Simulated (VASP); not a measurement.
**MgO: band structure with PBE**

The system is MgO.

```
CELL_PARAMETERS angstrom
0.00000 2.14386 2.14386
2.14386 0.00000 2.14386
2.14386 2.14386 0.00000
ATOMIC_POSITIONS crystal
Mg 0.00000 0.00000 0.00000
O 0.50000 0.50000 0.50000
```

| Quantity | Value |
| --- | --- |
| Program | VASP 6.6.1 |
| Task | band structure |
| Functional | PBE |
| Potentials or basis | VASP PAW PBE potentials, release 64 (Mg, O) |
| Cutoff | 520 eV |
| k mesh | 2 × 2 × 2 |
| Occupations | gaussian, width 0.02 eV |
| Spin | no spin polarisation |
| Further INCAR settings | ALGO = Normal; EDIFF = 1e-07; NBANDS = 11 |

```
Pressure                : 0.0 GPa
Band gap on the k mesh  : 3.96 eV, direct
Band gap along the path : 3.96 eV, direct
```

Levels at the corners of the path, in eV from the valence-band top:
```tsv
point	band 2	band 3	band 4	band 5	band 6	band 7
Γ	0.00	0.00	0.00	3.96	15.08	15.08
X	-4.04	-1.34	-1.34	8.67	8.96	12.44
X	-4.04	-1.34	-1.34	8.67	8.96	12.44
W	-2.93	-2.93	-1.77	11.08	11.08	11.17
W	-2.93	-2.93	-1.77	11.08	11.08	11.17
K	-3.46	-2.70	-1.13	9.47	10.86	11.91
K	-3.46	-2.70	-1.13	9.47	10.86	11.91
Γ	0.00	0.00	0.00	3.96	15.08	15.08
Γ	0.00	0.00	0.00	3.96	15.08	15.08
L	-4.59	-0.62	-0.62	7.24	11.90	15.32
L	-4.59	-0.62	-0.62	7.24	11.90	15.32
U	-3.46	-2.70	-1.13	9.47	10.86	11.91
U	-3.46	-2.70	-1.13	9.47	10.86	11.91
W	-2.93	-2.93	-1.77	11.08	11.08	11.17
W	-2.93	-2.93	-1.77	11.08	11.08	11.17
L	-4.59	-0.62	-0.62	7.24	11.90	15.32
L	-4.59	-0.62	-0.62	7.24	11.90	15.32
K	-3.46	-2.70	-1.13	9.47	10.86	11.91
U	-3.46	-2.70	-1.13	9.47	10.86	11.91
X	-4.04	-1.34	-1.34	8.67	8.96	12.44
```

Run time: 19 s on 1 thread of AMD EPYC 7R13 Processor (Zen 3), with other jobs on the host, peak memory 0.1 GiB.

Caveat: the k mesh is coarse (spacing up to 1.27 Å⁻¹), so the values aren't converged. PBE gaps usually lie below the measured ones, often by a third to a half.
